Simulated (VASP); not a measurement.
A run of VASP 6.6.1 is set up as follows.

INCAR

```
SYSTEM = TePb
  PREC = Accurate
  ENCUT = 520
  EDIFF = 1E-6
  ISMEAR = 0
  SIGMA = 0.02
  LREAL = .FALSE.
  LASPH = .TRUE.
  NELM = 100
  ALGO = Fast
  ISIF = 2
  LWAVE = .FALSE.
  LCHARG = .FALSE.
  GGA = PS
  NBANDS = 17
```

File KPOINTS:

```
Automatic mesh
0
G
  8 8 8
  0 0 0
```

Contents of POSCAR:

```
TePb
1.0
    0.0000000000      3.2131884400      3.2131884400
    3.2131884400      0.0000000000      3.2131884400
    3.2131884400      3.2131884400      0.0000000000
Te Pb
1 1
Direct
    0.5000000000      0.5000000000      0.5000000000
    0.0000000000      0.0000000000      0.0000000000
```

Potentials or basis: VASP PAW PBE potentials, release 64 (Te, Pb_d).

Launch:

```bash
$ cat potpaw_PBE.64/Te/POTCAR potpaw_PBE.64/Pb_d/POTCAR > POTCAR
$ mpirun -np 1 vasp_std > vasp.out
```

(1) Predict the pressure.

(2) What does it give for the band gap on the k mesh?

Answers

(1) 0.3 GPa.

(2) 0.63 eV, direct.

Caveat: the PAW data sets were made with another functional, which shifts forces and pressure a little; spin-orbit coupling is left out, which as a rule narrows the gap of such compounds by several tenths of an eV.
